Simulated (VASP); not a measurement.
Runs of VASP 6.6.1 on SnS2. The cell holds a slab with vacuum, 6 atoms: a = 3.664 Å, b = 3.664 Å, c = 26.802 Å, α = 90.00°, β = 90.00°, γ = 120.00°. 

```tsv
task	level	spin	cell	cutoff (eV)	dipole correction	gap on the mesh (eV)	largest force (eV/Å)
relaxation of cell and atoms	PBE+D3(BJ)	off	relaxed	600	-	1.51	-
band structure	PBE+D3(BJ)	off	P-3m1, 51.97 Å³/atom	520	yes	1.51	-
band structure	r2SCAN	off	P-3m1, 51.97 Å³/atom	520	yes	(a)	0.30
band structure	PBE+D3(BJ)	SOC, no magnetisation	P-3m1, 51.97 Å³/atom	520	yes	-	0.01
```

Alike in all rows: potentials or basis VASP PAW PBE potentials, release 64 (S, Sn_d); k mesh 12 × 12 × 1; smearing gaussian 0.03 eV.

Estimate the missing entries.

(a) 1.85.

Caveats: spin-orbit coupling is left out, which moves the levels of the heavy elements (some runs); the PAW data sets were made with another functional, which shifts forces and pressure a little (some runs).

A k mesh can miss the band edges, and rows without SOC leave out spin-orbit coupling on Sn.
